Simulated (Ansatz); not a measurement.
# Strontium, bcc: HSE06 at the PBE geometry

How do the levels change when part of the exchange is made exact, and what does it cost? Spin polarisation is left out. The geometry was relaxed under PBE beforehand and is kept. Exact exchange is dear, so the k-mesh is coarse, and PBE is run on the same mesh for comparison.

Method: DFT, plane waves (420 eV) with PBE-made PAW files, scalar-relativistic; functionals as named at each step, in Ansatz 0.2.0.

## 1. Starting point

The structure is cubic, space group Im-3m (No. 229). The conventional cell has a = 4.769 Å, b = 4.769 Å, c = 4.769 Å, α = 90.00°, β = 90.00°, γ = 90.00°. Sr (site symmetry m-3m) has 8 Sr at 4.13 Å as nearest neighbours.

Structure file:

```
Sr
1.0
    -2.38461    2.38461    2.38461
     2.38461   -2.38461    2.38461
     2.38461    2.38461   -2.38461
Sr
1
Direct
  0.00000 0.00000 0.00000
```

## 2. PBE, coarse mesh

The run with PBE.

File input.yaml:

```yaml
crystal:
  lattice:
    - [-2.3846091229, 2.3846091229, 2.3846091229]
    - [2.3846091229, -2.3846091229, 2.3846091229]
    - [2.3846091229, 2.3846091229, -2.3846091229]
  atoms:
    - { symbol: Sr, position: [0.0, 0.0, 0.0] }
hamiltonian:
  xc: pbe
  pseudopotentials:
    kind: paw
    azcp:
      Sr: "pseudopotentials/Sr.paw.azcp"
basis:
  ecutwfc: 420
  fft_grid_basis: typed
kpoints:
  mp_grid: { grid: [5, 5, 5], shift: [0, 0, 0] }
magnetization:
  spin_polarized: false
scf:
  occupations: { method: fermi_dirac, width: 0.1 }
```

Run with:

```
> ansatz run input.yaml --threads 4 --pin off --max-ram 8192MiB --backend cpu --events-out ev --progress --plain --runs-dir out
```

## 3. HSE06 on the coarse mesh

The run with HSE06.

Changes to input.yaml since step 2:

```diff
@@ -8,3 +8,3 @@
 hamiltonian:
-  xc: pbe
+  xc: hse06
   pseudopotentials:
```

(Steps that only read results are left out.)

Before running it: what results should come out? Wanted: PBE: gap; HSE06: gap; HSE06: relative to fcc.

The runs gave:

| quantity | value |
| --- | --- |
| PBE: gap | none (levels filled in part) |
| HSE06: gap | none (levels filled in part) |
| HSE06: SCF cycles, exchange loops | 12, 2 |
| HSE06: CPU time over that of PBE | 16 |
| HSE06: relative to fcc | +21 meV/atom |

Neither PBE nor HSE06 shows a clean gap on this mesh. HSE06 cost 16 times the CPU time of PBE. HSE06 needed 2 outer loops of the exchange operator. The dense-mesh value adds +2.7 meV/atom, the change that PBE shows between the coarse mesh and its own dense run (not shown). Under HSE06 it lies 21 meV/atom above fcc (computed apart in the same way); on such meshes a few tens of meV are uncertain for metals. Absolute energies differ from functional to functional, by eV per atom at times, and say nothing by themselves.
